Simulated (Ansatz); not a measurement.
BaS in the rocksalt structure, relaxed with r2SCAN in the PAW code Ansatz. Space group Fm-3m (No. 225), cubic; conventional cell a = 6.424 Å, 33.13 Å³ an atom. Ba has 6 S at 3.21 Å; S has 6 Ba at 3.21 Å.

The axes x, y and z are those of this cell:
```xyz
2
Lattice="0.0000 3.2118 3.2118 3.2118 0.0000 3.2118 3.2118 3.2118 0.0000" Properties=species:S:1:pos:R:3 pbc="T T T"
Ba    0.0000    0.0000    0.0000
S     3.2118    3.2118    3.2118
```

Unstrained: PBE gives an indirect gap of 2.230 eV, from Γ to X; the least direct gap is 2.345 eV at X. The r2SCAN gap is indirect, 2.578 eV (Γ to X), below the direct gap of 2.692 eV at X. With HSE06 the valence top lies at Γ and the conduction bottom at X, 3.138 eV higher; the smallest vertical gap, at X, is 3.277 eV. Meshes: PBE 8×8×8, r2SCAN 8×8×8, HSE06 6×6×6. Strains are changes of length per length, and xy shears are angles. After each strain the atoms were relaxed again with r2SCAN within the symmetry that the strain leaves, so tilts or polar shifts that break it weren't tested; points keep the names that they have in the unstrained zone. The values are computed, spin-unpolarised, and not measurements.

(1) Apply uniaxial -5.82 % along z, other directions held. How far does the gap move, against the unstrained cell?

(2) Estimate what xy shear, engineering strain (angle) -4.87 % does to the gap.

(3) Apply uniaxial +0.37 % along x, other directions held. How far does the gap move, against the unstrained cell?

(4) Order the strained cells by their HSE06 gap, smallest first.
A. uniaxial +0.37 % along x, other directions held
B. uniaxial -5.82 % along z, other directions held
C. xy shear, engineering strain (angle) -4.87 %

Answers

(1) PBE: the gap goes from 2.230 to 1.933 eV (-0.297 eV); with r2SCAN the top three valence levels at Γ, degenerate before, become 1+2 from the top over 261 meV. r2SCAN: the gap goes from 2.578 to 2.260 eV (-0.318 eV). HSE06: the gap goes from 3.138 to 2.842 eV (-0.296 eV). The r2SCAN energy rises by 45.1 meV an atom.

(2) PBE: the gap goes from 2.230 to 2.159 eV (-0.071 eV); with r2SCAN the top three valence levels at Γ, degenerate before, become 1+1+1 from the top over 119 meV. r2SCAN: the gap goes from 2.578 to 2.504 eV (-0.074 eV). HSE06: the gap goes from 3.138 to 3.062 eV (-0.076 eV). The r2SCAN energy rises by 4.7 meV an atom.

(3) PBE: the gap goes from 2.230 to 2.231 eV (+0.001 eV); with r2SCAN the top three valence levels at Γ, degenerate before, become 2+1 from the top over 11 meV. r2SCAN: the gap goes from 2.578 to 2.578 eV (0.000 eV). HSE06: the gap goes from 3.138 to 3.139 eV (+0.001 eV). The r2SCAN energy rises by 0.1 meV an atom.

(4) B (2.84 eV), C (3.06 eV), A (3.14 eV).

The runs are scalar-relativistic, without spin-orbit coupling.

The meshes of the hybrids are coarse, so their gaps aren't converged to the digits shown.

The splittings at Γ are without spin-orbit coupling, which regroups them where it is of like size or larger.
